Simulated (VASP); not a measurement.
# C₂H₄F₂: harmonic vibrations of a molecule

C₂H₄F₂, molecule in box, 8 atoms in the cell. PBE, harmonic vibrations; PAW potentials C, F, H (PBE set).

## Input

INCAR.step1:
```
  PREC = Accurate
  ENCUT = 400
  EDIFF = 1E-8
  ISMEAR = 0
  SIGMA = 0.01
  ISYM = 0
  LREAL = F
  LASPH = T
  NELM = 100
  ALGO = Normal
  LWAVE = F
  LCHARG = F
  IBRION = 2
  NSW = 60
  ISIF = 2
  EDIFFG = -0.002
  POTIM = 0.5
```

INCAR.step2, as INCAR.step1 but for:
```
- IBRION = 2
- NSW = 60
- ISIF = 2
- EDIFFG = -0.002
- POTIM = 0.5
+ IBRION = 5
+ NFREE = 2
+ POTIM = 0.015
+ NSW = 1
```

KPOINTS:
```
k-points
0
Gamma
  1 1 1
```

POSCAR.step1:
```
H2CF
1.0
   11.0000000000      0.0000000000      0.0000000000
    0.0000000000     12.0000000000      0.0000000000
    0.0000000000      0.0000000000     12.0000000000
C F H
2 2 4
Direct
    0.5026045500      0.5687500000      0.5143625000
    0.4975772700      0.4441000000      0.5117375000
    0.5864409100      0.4003333300      0.5773458300
    0.5175954500      0.4062750000      0.4064291700
    0.5915227300      0.5966083300      0.4853041700
    0.4880136400      0.5983500000      0.5992375000
    0.4322136400      0.6031666700      0.4604208300
    0.4108409100      0.4092500000      0.5398791700
```

Commands (each step's output is kept before the next begins):
```
cat potpaw_PBE.64/C/POTCAR potpaw_PBE.64/F/POTCAR potpaw_PBE.64/H/POTCAR > POTCAR
cp INCAR.step1 INCAR
cp POSCAR.step1 POSCAR
mpirun -np 4 vasp_gam > vasp.out
cp CONTCAR POSCAR
cp INCAR.step2 INCAR
mpirun -np 4 vasp_gam > vasp.out
```

## Result

- Vibrations (cm⁻¹; a negative value is imaginary): 3081, 3075, 2999, 2995, 1434, 1433, 1374, 1332, 1318, 1117, 1099, 1087, 896, 847, 544, 444, 368, 220
- Zero-point energy (eV): 1.591
- Translations and rotations, which should read zero (cm⁻¹): -31, -28, -18, 1, 13, 16
- Vibrational entropy at 298 K (meV/K): 0.218
- Displaced cells: 48
- Ionic steps, all stages: 68
- Electronic steps, all stages: 1206

VASP 6.6.1 took 2040 s on 4 cores (Intel Xeon Platinum 8375C @ 2.90GHz (Ice Lake)), a shared host.
